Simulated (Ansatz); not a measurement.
PbF2 (started from an entry of an open crystallographic database), relaxed with r2SCAN+rVV10 in the PAW code Ansatz. The symmetry is Fm-3m (No. 225, cubic); a = 5.892 Å in the conventional setting, 17.04 Å³ an atom. Around Pb lie 8 F at 2.55 Å; around F lie 4 Pb at 2.55 Å.

The axes x, y and z are those of this cell:
```
CELL_PARAMETERS angstrom
0.00000 2.94581 2.94581
2.94581 0.00000 2.94581
2.94581 2.94581 0.00000
ATOMIC_POSITIONS crystal
Pb 0.00000 0.00000 0.00000
F 0.25000 0.25000 0.25000
F 0.75000 0.75000 0.75000
```

Unstrained: PBE gives an indirect gap of 4.415 eV, from W to X; the least direct gap is 4.563 eV at X. The r2SCAN gap is indirect, 4.924 eV (W to X), below the direct gap of 5.069 eV at X. With HSE06 the valence top lies at W and the conduction bottom at X, 5.713 eV higher; the smallest vertical gap, at X, is 5.849 eV. Meshes: PBE 8×8×8, r2SCAN 8×8×8, HSE06 6×6×6. Strains are changes of length per length, and xy shears are angles. After each strain the atoms were relaxed again with r2SCAN+rVV10 within the symmetry that the strain leaves, so tilts or polar shifts that break it weren't tested; points keep the names that they have in the unstrained zone. No spin polarisation and no zero-point or thermal motion.

(1) Apply epitaxial -1.25 % in the xy plane, free normal strain +1.40 %. How far does the gap move, against the unstrained cell?

(2) Estimate what xy shear, engineering strain (angle) +4.19 % does to the gap.

Answers

(1) PBE: the gap goes from 4.415 to 4.343 eV (-0.072 eV); the edges go from W → X to (0.286, -1/2, -0.214) → X. r2SCAN: the gap goes from 4.924 to 4.846 eV (-0.078 eV); the edges go from W → X to (0.286, -1/2, -0.214) → X. HSE06: the gap goes from 5.713 to 5.627 eV (-0.086 eV); the edges go from W → X to (0.286, -1/2, -0.214) → X.

(2) PBE: the gap goes from 4.415 to 4.403 eV (-0.012 eV); the edges go from W → X to (0.260, -0.469, -0.208) → X. r2SCAN: the gap goes from 4.924 to 4.912 eV (-0.012 eV); the edges go from W → X to (0.260, -0.469, -0.208) → X. HSE06: the gap goes from 5.713 to 5.702 eV (-0.011 eV); the edges go from W → X to (0.260, -0.469, -0.208) → X.

Spin-orbit coupling is left out; in compounds of Pb, Bi, Tl or Hg it can lower a gap by up to about 1 eV, split its edges or invert the bands.

Where an edge lies off the special points, it is a point of the mesh or the k point where a search put PBE's edge or least direct gap, reused for the other functionals, whose own edges may lie a little apart.

Coordinates of k points refer to the reciprocal vectors of the primitive cell of the runs.

The meshes of the hybrids are coarse, so their gaps aren't converged to the digits shown.
